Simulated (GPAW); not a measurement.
Crystal: FeGe2.

```
CELL_PARAMETERS angstrom
4.85050 0.00000 0.00000
-2.37266 4.23058 0.00000
-1.23892 -2.11529 4.18545
ATOMIC_POSITIONS crystal
Ge 0.84511 0.34511 0.19021
Ge 0.65489 0.84511 0.50000
Ge 0.34511 0.15489 0.50000
Ge 0.15489 0.65489 0.80979
Fe 0.25000 0.25000 0.00000
Fe 0.75000 0.75000 0.00000
```

The cell is a database's computed one.

* Program: GPAW 26.7.0
* Task: relaxation of cell and atoms
* Functional: r2SCAN
* Dispersion: D3(BJ)
* Potentials or basis: GPAW PAW data sets (gpaw-data 1.2.1)
* Cutoff: 600 eV
* Basis: pw
* k mesh: 4 × 4 × 4
* Occupations: fermi-dirac, width 0.05 eV
* Spin: collinear spin, ferromagnetic start
* Starting moments: [0.0, 0.0, 0.0, 0.0, 3.0, 3.0] μB

At the start: pressure 0.4 GPa; volume 14.31 Å³/atom.

Task: Where does the relaxation end?

Result: Over 7 steps the energy falls by 2.6 meV/atom and the volume is 14.39 Å³/atom (+0.5 %); space group I4/mcm (No. 140, to 0.05 Å); moment 4.04 μB per cell.

The path:
| step | energy change (eV) | largest force (eV/Å) | pressure (GPa) | volume (Å³) |
| --- | --- | --- | --- | --- |
| 1 | 0.0000 | 0.1812 | 0.39 | 85.89 |
| 2 | -0.0026 | 0.1556 | 0.39 | 85.91 |
| 3 | -0.0123 | 0.0698 | 0.30 | 86.10 |
| 4 | -0.0126 | 0.0290 | 0.30 | 86.09 |
| 5 | -0.0130 | 0.0103 | 0.26 | 86.11 |
| 6 | -0.0146 | 0.0240 | 0.06 | 86.26 |
| 7 | -0.0153 | 0.0187 | -0.06 | 86.36 |

Final structure:
```xyz
6
Lattice="4.8631 -0.0209 0.0000 -2.3971 4.2313 0.0000 -1.2330 -2.1052 4.2069" Properties=species:S:1:pos:R:3 pbc="T T T"
Ge    3.0481    1.0421    0.8155
Ge    0.5293    2.5174    2.1035
Ge    0.7037   -0.4122    2.1034
Ge   -1.8151    1.0631    3.3913
Fe    0.6165    1.0526    0.0000
Fe    1.8495    3.1578    0.0000
```

Caveat: the k mesh is coarse (spacing up to 0.42 Å⁻¹), so the values aren't converged; each step starts from the last one's moments, so a moment once lost doesn't come back; later steps reuse the first step's grids; the PAW data sets were made with another functional, which shifts forces and pressure a little; pairwise dispersion overbinds metals, which lowers pressure and volume.
